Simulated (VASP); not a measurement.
# W (Fm-3m) in VASP: notebook

The runs below take W through single point, relaxation of cell and atoms, with PBEsol, RPBE.

Program: VASP 6.6.1. These are calculated values, not measurements. Logs are shortened: lines on timing, memory, paths and dates and some standing lists are left out, and cuts for length are marked.

**1. The structure**

The structure is cubic, space group Fm-3m (No. 225). Conventional cell: a = 3.992 Å, b = 3.992 Å, c = 3.992 Å, α = 90.00°, β = 90.00°, γ = 90.00°. Around W (site symmetry m-3m) lie 12 W at 2.82 Å.

This isn't the form of W at room conditions, which is bcc.

**2. Single point, PBEsol**

INCAR reads:

```
PREC = Accurate
ENCUT = 520
EDIFF = 1E-7
ISMEAR = 0
SIGMA = 0.1
LREAL = False
LASPH = True
NELM = 100
ALGO = Normal
ISIF = 2
LWAVE = False
LCHARG = False
GGA = PS
```

KPOINTS reads:

```
Automatic mesh
0
Gamma
  18 18 18
```

POSCAR reads:

```
W
1.0
    0.0000000000      1.9958246200      1.9958246200
    1.9958246200      0.0000000000      1.9958246200
    1.9958246200      1.9958246200      0.0000000000
W
1
Direct
    0.0000000000      0.0000000000      0.0000000000
```

Potentials or basis: VASP PAW PBE potentials, release 64 (W_sv).

Launch:

```bash
cat potpaw_PBE.64/W_sv/POTCAR > POTCAR
mpirun -np 1 vasp_std > vasp.out
```

OUTCAR:

```text
PREC = Accurate
   ENCUT = 520
   EDIFF = 1E-7
   ISMEAR = 0
   LREAL = False
   LASPH = True
   NELM = 100
   ISIF = 2
   GGA = PS

 ion  position               nearest neighbor table
   1  0.000  0.000  0.000-

  LATTYP: Found a face centered cubic cell.
 ALAT       =     3.9916492400

  Lattice vectors:

 A1 = (   0.0000000000,   1.9958246200,   1.9958246200)
 A2 = (   1.9958246200,   0.0000000000,   1.9958246200)
 A3 = (   1.9958246200,   1.9958246200,   0.0000000000)

Analysis of symmetry for initial positions (statically):
=====================================================================
 Subroutine PRICEL returns:
 Original cell was already a primitive cell.

 Routine SETGRP: Setting up the symmetry group for a
 face centered cubic supercell.

 Subroutine GETGRP returns: Found 48 space group operations
 (whereof 48 operations were pure point group operations)
 out of a pool of 48 trial point group operations.

The static configuration has the point symmetry O_h .

Analysis of symmetry for dynamics (positions and initial velocities):
=====================================================================
 Subroutine PRICEL returns:
 Original cell was already a primitive cell.

 Routine SETGRP: Setting up the symmetry group for a
 face centered cubic supercell.

 Subroutine GETGRP returns: Found 48 space group operations
 (whereof 48 operations were pure point group operations)
 out of a pool of 48 trial point group operations.

The dynamic configuration has the point symmetry O_h .

 Subroutine INISYM returns: Found 48 space group operations
 (whereof 48 operations are pure point group operations),
 and found     1 'primitive' translations

----------------------------------------------------------------------------------------

                                     Primitive cell

  volume of cell :      15.9000

  direct lattice vectors                    reciprocal lattice vectors
     0.000000000  1.995824620  1.995824620    -0.250523014  0.250523014  0.250523014
     1.995824620  0.000000000  1.995824620     0.250523014 -0.250523014  0.250523014
     1.995824620  1.995824620  0.000000000     0.250523014  0.250523014 -0.250523014

  length of vectors
     2.822522246  2.822522246  2.822522246     0.433918589  0.433918589  0.433918589

  position of ions in fractional coordinates (direct lattice)
     0.000000000  0.000000000  0.000000000

  ion indices of the primitive-cell ions
   primitive index   ion index
                 1           1

----------------------------------------------------------------------------------------

 KPOINTS: Automatic mesh

Automatic generation of k-mesh.
 Grid dimensions read from file:
 generate k-points for:   18   18   18

 Generating k-lattice:

  Cartesian coordinates                     Fractional coordinates (reciprocal lattice)
    -0.013917945  0.013917945  0.013917945     0.055555556  0.000000000  0.000000000
     0.013917945 -0.013917945  0.013917945     0.000000000  0.055555556  0.000000000
     0.013917945  0.013917945 -0.013917945     0.000000000  0.000000000  0.055555556

  Length of vectors
     0.024106588  0.024106588  0.024106588

  Shift w.r.t. Gamma in fractional coordinates (k-lattice)
     0.000000000  0.000000000  0.000000000

 Subroutine IBZKPT returns following result:
 ===========================================

 Found    195 irreducible k-points:

 Following reciprocal coordinates:
            Coordinates               Weight
  0.000000  0.000000  0.000000      1.000000
  0.055556  0.000000  0.000000      8.000000
  0.111111  0.000000  0.000000      8.000000
  0.166667  0.000000  0.000000      8.000000
  0.222222  0.000000  0.000000      8.000000
  0.277778  0.000000  0.000000      8.000000
[... 16 lines left out ...]
 -0.277778  0.055556  0.000000     24.000000
 -0.222222  0.055556  0.000000     24.000000
 [... further k-points ...]
   k-points           NKPTS =    195   k-points in BZ     NKDIM =    195   number of bands    NBANDS=     11
   number of dos      NEDOS =    301   number of ions     NIONS =      1
   total plane-waves  NPLWV =  13824
   dimension x,y,z NGX =    24 NGY =   24 NGZ =   24
   dimension x,y,z NGXF=    48 NGYF=   48 NGZF=   48
   ions per type =               1
   NGX,Y,Z   is equivalent  to a cutoff of  14.14, 14.14, 14.14 a.u.
   NGXF,Y,Z  is equivalent  to a cutoff of  28.27, 28.27, 28.27 a.u.
 SYSTEM =  unknown system
   PREC   = accura    normal or accurate (medium, high low for compatibility)
   ISTART =      0    job   : 0-new  1-cont  2-samecut
   ICHARG =      2    charge: 1-file 2-atom 10-const
   ISPIN  =      1    spin polarized calculation?
   LNONCOLLINEAR =      F non collinear calculations
   LSORBIT =      F    spin-orbit coupling
   LASPH  =      T    aspherical Exc in radial PAW
   ENCUT  =  520.0 eV  38.22 Ry    6.18 a.u.   5.25  5.25  5.25*2*pi/ulx,y,z
   NELM   =    100;   NELMIN=  2; NELMDL= -5     # of ELM steps
   EDIFF  = 0.1E-06   stopping-criterion for ELM
   LREAL  =      F    real-space projection
   EDIFFG = 0.1E-05   stopping-criterion for IOM
   NSW    =      0    number of steps for IOM
   IBRION =     -1    ionic relax: 0-MD 1-quasi-New 2-CG
   NFREE  =      0    steps in history (QN), initial steepest desc. (CG)
   ISIF   =      2    stress and relaxation
   ISYM   =      2    0-nonsym 1-usesym 2-fastsym
   POTIM  = 0.5000    time-step for ionic-motion
   TEBEG  =    0.0;   TEEND  =   0.0 temperature during run
   PSTRESS=    0.0 pullay stress
   NELECT =      14.0000    total number of electrons
   NUPDOWN=      -1.0000    fix difference up-down
   EMIN   =  10.00;   EMAX   =-10.00  energy-range for DOS
   EFERMI =   0.00;   METHOD = LEGACY
   ISMEAR =     0;   SIGMA  =   0.10  broadening in eV -4-tet -1-fermi 0-gaus
   EFERMI_NEDOS =   21; number of points for ismear=-14 and -15
   IALGO  =     38    algorithm
   IMIX   =      4    mixing-type and parameters
     AMIX     =   0.40;   BMIX     =  1.00
     AMIX_MAG =   1.60;   BMIX_MAG =  1.00
  volume/ion in A,a.u.               =      15.90       107.30
  Fermi-wavevector in a.u.,A,eV,Ry     =   1.569104  2.965177 33.498743  2.462088
  Thomas-Fermi vector in A             =   2.671036
   LORBIT       =      0    0 simple, 1 ext, 2 COOP (PROOUT), +10 PAW based schemes
   GGA     = PS    functional components
   LHFCALC =     F    Hartree Fock is set to
   AEXX    =    0.0000 exact exchange contribution
   IVDW    =     0    specifies the selected vdW correction
   LEPSILON=     F    determine dielectric tensor
   LRPA    =     F    only Hartree local field effects (RPA)
 non-spin polarized calculation
 Gauss-broadening in eV      SIGMA  =   0.10
  energy-cutoff  :      520.00
  volume of cell :       15.90
 maximum number of plane-waves:       444
 NGX is ok and might be reduce to    24
   NGX = 11   NGY = 11   NGZ = 11

 number of electron      14.0000000 magnetization

 Free energy of the ion-electron system (eV)
  ---------------------------------------------------
  ext. energy  EPLUGINS =         0.00000000
  ---------------------------------------------------
  free energy    TOTEN  =       -13.31247873 eV

  energy without entropy =      -13.30607449  energy(sigma->0) =      -13.30927661

 E-fermi :  10.7422     XC(G=0): -13.7338

 val. band max:       10.7354664059   @ k =   0.5000   0.1111   0.0556
 cond. band min:      10.7497089785   @ k =  -0.2778   0.1111   0.0000
 fundamental gap:      0.0142425726
 Fermi energy:        10.7422376610

 k-point     1 :       0.0000    0.0000    0.0000
  band No.  band energies     occupation
      1     -62.8140      2.00000
      2     -26.3975      2.00000
      3     -26.3975      2.00000
      4     -26.3975      2.00000
      5       1.5858      2.00000
      6      10.1544      2.00000
      7      10.1544      2.00000
      8      10.1544      2.00000
      9      13.4156      0.00000
     10      13.4156      0.00000
     11      23.6227      0.00000

 k-point     2 :       0.0556    0.0000    0.0000
  band No.  band energies     occupation
      1     -62.8103      2.00000
      2     -26.4391      2.00000
      3     -26.4027      2.00000
      4     -26.4027      2.00000
      5       1.7276      2.00000
      6      10.0429      2.00000
      7      10.2213      2.00000
      8      10.2213      2.00000
      9      13.3519      0.00000
     10      13.3519      0.00000
     11      23.9097      0.00000

 k-point     3 :       0.1111    0.0000    0.0000
  band No.  band energies     occupation
      1     -62.7997      2.00000
      2     -26.5579      2.00000
      3     -26.4178      2.00000
      4     -26.4178      2.00000
      5       2.1367      2.00000
      6       9.7567      2.00000
      7      10.3956      2.00000
      8      10.3956      2.00000
      9      13.2081      0.00000
     10      13.2081      0.00000
     11      24.6772      0.00000

 k-point     4 :       0.1667    0.0000    0.0000
  band No.  band energies     occupation
      1     -62.7834      2.00000
      2     -26.7365      2.00000
      3     -26.4408      2.00000
      4     -26.4408      2.00000
      5       2.7614      2.00000
      6       9.4149      2.00000
      7      10.5860      1.97283
      8      10.5860      1.97283
      9      13.1240      0.00000
     10      13.1240      0.00000
     11      25.2148      0.00000
[... 239 lines left out ...]
 k-point    22 :      -0.3333    0.0556    0.0000
  band No.  band energies     occupation
      1     -62.7139      2.00000
      2     -27.4284      2.00000
      3     -26.5774      2.00000
      4     -26.5249      2.00000
      5       4.9054      2.00000
      6       9.7159      2.00000
      7      10.1300      2.00000
      8      10.3101      2.00000
      9      14.2870      0.00000
     10      15.3655      0.00000
     11      22.6929      0.00000

 k-point    23 :      -0.2778    0.0556    0.0000
  band No.  band energies     occupation
      1     -62.7328      2.00000
      2     -27.2413      2.00000
      3     -26.5527      2.00000
      4     -26.4953      2.00000
      5       4.5130      2.00000
      6       9.1759      2.00000
      7      10.3698      2.00000
      8      10.5432      1.99513
      9      13.4962      0.00000
     10      14.6292      0.00000
     11      23.4435      0.00000

 k-point    24 :      -0.2222    0.0556    0.0000
  band No.  band energies     occupation
      1     -62.7538      2.00000
      2     -27.0289      2.00000
      3     -26.5221      2.00000
      4     -26.4650      2.00000
      5       3.8661      2.00000
      6       9.0352      2.00000
      7      10.5777      1.98005
      8      10.7309      1.12695
      9      12.9004      0.00000
     10      13.9846      0.00000
     11      24.3262      0.00000

 [... further k-points ...]
[... 5 lines left out ...]
  --------------------------------------------------------------------------------------
  -------------------------------------------------------------------------------------
  Total        0.2116416      0.2116416      0.2116416      0.0000000     -0.0000000      0.0000000
  in kB       21.3262495     21.3262495     21.3262495      0.0000000     -0.0000000      0.0000000
  external PRESSURE =      21.3262495 kB  Pullay stress =       0.0000000 kB

 VOLUME and BASIS-vectors are now :
 -----------------------------------------------------------------------------
  energy-cutoff  :      520.00
  volume of cell :       15.90
      direct lattice vectors                 reciprocal lattice vectors
     0.000000000  1.995824620  1.995824620    -0.250523014  0.250523014  0.250523014
     1.995824620  0.000000000  1.995824620     0.250523014 -0.250523014  0.250523014
     1.995824620  1.995824620  0.000000000     0.250523014  0.250523014 -0.250523014

 POSITION                                       TOTAL-FORCE (eV/Angst)
 -----------------------------------------------------------------------------------
      0.00000      0.00000      0.00000         0.000000      0.000000      0.000000
 -----------------------------------------------------------------------------------
    total drift:                               -0.000000      0.000000     -0.000000

  FREE ENERGIE OF THE ION-ELECTRON SYSTEM (eV)
  ---------------------------------------------------
  free  energy   TOTEN  =       -13.3124787304 eV

  energy  without entropy=      -13.3060744853  energy(sigma->0) =      -13.30927661
```

Wall time 14 s (1 thread of Intel Xeon Platinum 8488C (Sapphire Rapids), shared host); peak memory 0.16 GiB.

Results:

| Quantity | Value |
| --- | --- |
| Free energy | -13.3125 eV |
| Pressure | 2.1 GPa |
| Band gap on the k mesh | none (metal or under the smearing width) |

Caveat: the PAW data sets were made with another functional, which shifts forces and pressure a little. The run has no spin-orbit coupling, so splittings on W are missing.

**3. Relaxation of cell and atoms, PBEsol**

INCAR reads:

```
ALGO = Normal
EDIFF = 1E-7
EDIFFG = -0.005
ENCUT = 580
GGA = PS
IBRION = 2
ISIF = 3
ISMEAR = 0
LASPH = True
LCHARG = False
LREAL = False
LWAVE = False
NELM = 100
NSW = 90
PREC = Accurate
SIGMA = 0.1
```

KPOINTS reads:

```
k-points
0
Gamma
  18 18 18
```

POSCAR is that of step 2.

Potentials or basis: VASP PAW PBE potentials, release 64 (W).

Launch:

```bash
cat potpaw_PBE.64/W/POTCAR > POTCAR
mpirun -np 1 vasp_std > vasp.out
```

Run time: 21 s. Hardware: 1 thread of Intel Xeon Platinum 8488C (Sapphire Rapids), shared host; peak memory 0.16 GiB.

The run converged. Its results:

* Free energy: -13.3841 eV
* Relaxed volume: 15.85 Å³/atom
* Relaxed cell: a = 2.819 Å, b = 2.819 Å, c = 2.819 Å, α = 60.00°, β = 60.00°, γ = 60.00°
* Space group after relaxing (to 0.05 Å): Fm-3m (No. 225)
* Energy gained by relaxing: 0.2 meV/atom
* Ionic steps: 3
* Pressure after relaxing: 0.0 GPa
* Band gap on the k mesh: none (metal or under the smearing width)

Step by step:
| step | energy change (eV) | largest force (eV/Å) | pressure (GPa) | volume (Å³) |
| --- | --- | --- | --- | --- |
| 1 | 0.0000 | 0.0000 | -1.05 | 15.90 |
| 2 | 0.0019 | 0.0000 | 3.74 | 15.66 |
| 3 | -0.0002 | 0.0000 | 0.00 | 15.85 |

Final structure:
```xyz
1
Lattice="0.0000 1.9936 1.9936 1.9936 0.0000 1.9936 1.9936 1.9936 0.0000" Properties=species:S:1:pos:R:3 pbc="T T T"
W     0.0000    0.0000    0.0000
```

Levels at points of the mesh, in eV from the Fermi level:
```
           k point  band 1  band 2  band 3  band 4  band 5  band 6  band 7
(0.00, 0.00, 0.00)   -9.15   -0.60   -0.60   -0.60    2.67    2.67   13.57
(0.50, 0.00, 0.00)   -5.77   -0.84   -0.84    0.78    5.29    5.29   10.80
(0.50, 0.50, 0.00)   -5.72   -4.71    3.32    5.24    6.07    6.07   12.29
```

Caveat: the PAW data sets were made with another functional, which shifts forces and pressure a little. The run has no spin-orbit coupling, so splittings on W are missing.

**4. Relaxation of cell and atoms, RPBE**

Changes to INCAR since step 3:

```diff
@@ -3,4 +3,4 @@
 EDIFFG = -0.005
-ENCUT = 580
-GGA = PS
+ENCUT = 600
+GGA = RP
 IBRION = 2
```

KPOINTS is that of step 3.

POSCAR is that of step 3.

Potentials or basis: VASP PAW PBE potentials, release 64 (W_sv).

Launch:

```bash
cat potpaw_PBE.64/W_sv/POTCAR > POTCAR
mpirun -np 1 vasp_std > vasp.out
```

Run time: 46 s. Hardware: 1 thread of Intel Xeon Platinum 8488C (Sapphire Rapids), shared host; peak memory 0.18 GiB.

The run converged. Its results:

```yaml
Free_energy: -11.9274 eV
Relaxed_volume: 16.69 Å³/atom
Relaxed_cell: a = 2.869 Å, b = 2.869 Å, c = 2.869 Å, α = 60.00°, β = 60.00°, γ = 60.00°
Space_group_after_relaxing_to_0.05_Å: Fm-3m (No. 225)
Energy_gained_by_relaxing: 35.0 meV/atom
Ionic_steps: 4
Pressure_after_relaxing: 0.0 GPa
Band_gap_on_the_k_mesh: none (metal or under the smearing width)
```

Step by step:
| step | energy change (eV) | largest force (eV/Å) | pressure (GPa) | volume (Å³) |
| --- | --- | --- | --- | --- |
| 1 | 0.0000 | 0.0000 | 14.77 | 15.90 |
| 2 | 0.2815 | 0.0000 | -31.15 | 19.52 |
| 3 | -0.0348 | 0.0000 | -0.82 | 16.74 |
| 4 | -0.0350 | 0.0000 | -0.04 | 16.69 |

Final structure:
```xyz
1
Lattice="0.0000 2.0284 2.0284 2.0284 0.0000 2.0284 2.0284 2.0284 0.0000" Properties=species:S:1:pos:R:3 pbc="T T T"
W     0.0000    0.0000    0.0000
```

Levels at points of the mesh, in eV from the Fermi level:
| k point | band 5 | band 6 | band 7 | band 8 | band 9 | band 10 |
| --- | --- | --- | --- | --- | --- | --- |
| (0.00, 0.00, 0.00) | -8.90 | -0.53 | -0.53 | -0.53 | 2.53 | 2.53 |
| (0.50, 0.00, 0.00) | -5.51 | -0.74 | -0.74 | 0.55 | 4.93 | 4.93 |
| (0.50, 0.50, 0.00) | -5.36 | -4.41 | 2.93 | 4.91 | 5.63 | 5.63 |

Caveat: the PAW data sets were made with another functional, which shifts forces and pressure a little. Spin-orbit coupling is left out, which matters for the levels of W.

**5. Summary**

| task | level | potentials or basis | cell | cutoff (eV) | gap on the mesh (eV) | pressure (GPa) | relaxed volume (Å³/atom) |
| --- | --- | --- | --- | --- | --- | --- | --- |
| single point | PBEsol | VASP PAW PBE potentials, release 64 (W_sv) | as given | 520 | none | 2.1 | - |
| relaxation of cell and atoms | PBEsol | VASP PAW PBE potentials, release 64 (W) | relaxed | 580 | none | 0.0 | 15.85 |
| relaxation of cell and atoms | RPBE | VASP PAW PBE potentials, release 64 (W_sv) | relaxed | 600 | none | 0.0 | 16.69 |

Alike in all rows: no spin polarisation; k mesh 18 × 18 × 18; smearing gaussian 0.1 eV.

Caveats: the PAW data sets were made with another functional, which shifts forces and pressure a little.

Absolute energies hang on the potentials; compare differences alone.
